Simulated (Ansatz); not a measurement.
**Zone-centre phonons of BN at 4 GPa: input and output**

Level of theory: Ansatz 0.2.0, DFT PBE, scalar-relativistic, plane waves, PAW.

Launched with:
```bash
ansatz run input.yaml --threads 1 --pin off --max-ram 3072MiB --backend cpu --events-out ev --progress --plain --runs-dir out
```

Input (bare energies are in eV):
```yaml
crystal:
  lattice:
    - [2.4944435807, 0.0008109741, -0.2070147887]
    - [-1.2392956659, 2.1647715733, 0.2074438769]
    - [-0.9825861978, -0.8779443474, 3.2738396223]
  atoms:
    - { symbol: B, position: [0.9911310982, 0.9914701221, -0.0060129649] }
    - { symbol: "N", position: [0.6570179018, 0.3244138779, 0.9928179649] }
basis:
  ecutwfc: 420
kpoints:
  mp_grid: { grid: [12, 12, 12] }
hamiltonian:
  xc: pbe
scf:
  occupations: { method: fixed }
output:
  eigenvalues: true
phonons:
  method: dfpt
  dielectric: true
  rigid_motions: translations
  eigenvectors: true
```

The end of the output:
```
--- Phonons (Γ-DFPT): 6 representative perturbations + reference, on 868 of 1728 k-points (Σ response iterations 18) ---
  k mesh reduced under 1 symmetry operation, with k and −k counted as one. Each operation leaves every solved perturbation unchanged. A smaller set is not used because the run's symmetry group and k mesh have ...
  ASR residual: 2.239e-4 → 0.000e0 eV/Å²; symmetrization residual: 1.114e-6 eV/Å²
  ASR residual per site (eV/Å²): 8.18e-5 2.24e-4
  Γ frequencies (cm⁻¹): 0.00 0.00 0.00 743.07 1362.42 1362.43
  ε∞ (high-frequency dielectric tensor):
        4.867621     0.008301    -0.172744
        0.008301     4.877034     0.100507
       -0.172747     0.100508     2.799398
  ε⁰ (static dielectric tensor: ions relaxed, cell fixed):
        6.677384     0.013649    -0.283642
        0.013650     6.692874     0.165043
       -0.283645     0.165045     3.282189
  ε⁰ − ε∞ (ionic part):
        1.809763     0.005349    -0.110898
        0.005349     1.815840     0.064537
       -0.110898     0.064537     0.482791
  softest optical mode at Γ: 743.07 cm⁻¹; the repairs (sum rule, projections) moved no ω² at Γ by more than (2.14 cm⁻¹)²
  Born effective charges Z* (e; rows j = field, columns β = displacement):
    site 0:
         2.69108    0.00777   -0.16071
         0.00777    2.69990    0.09353
        -0.16074    0.09354    0.76801
    site 1:
        -2.69108   -0.00777    0.16071
        -0.00777   -2.69990   -0.09353
         0.16074   -0.09354   -0.76801
  Z* charge neutrality: 2.758e-5 e pre-enforcement
  k-mesh period / interband length: 30.0 Å / 1.38 Å = 21.84 at k = (-0.5000, -0.5000, -0.5000), direct gap 5.439 eV — 14 or more, which is no proof of convergence
  optical modes at Γ without the LO–TO term, one row a degenerate level:
      ω (cm⁻¹) modes IR ((D/Å)²/amu)
        743.07      1             2.1278
       1362.42      1            27.6558
       1362.43      1            27.6561
  optical modes at Γ + LO–TO along q̂ = [1.0000, 0.0000, 0.0000]:
      ω (cm⁻¹) modes IR ((D/Å)²/amu)
        743.23      1             2.1294
       1362.43      1            27.6560
       1595.38      1            27.6544
  optical modes at Γ + LO–TO along q̂ = [0.0000, 1.0000, 0.0000]:
      ω (cm⁻¹) modes IR ((D/Å)²/amu)
        743.13      1             2.1284
       1362.42      1            27.6560
       1595.92      1            27.6554
  optical modes at Γ + LO–TO along q̂ = [0.0000, 0.0000, 1.0000]:
      ω (cm⁻¹) modes IR ((D/Å)²/amu)
        802.05      1             2.1451
       1362.43      1            27.6561
       1366.76      1            27.6386
```

The run took 91 s on 1 thread of Arm Neoverse V1, with other jobs on the host, peak memory 0.66 GiB.

The crystal is built of layers and no dispersion correction was added, so the binding between them is poorly described, and with it their spacing and whatever depends on it.

This form isn't the usual stable structure of the compound at low pressure.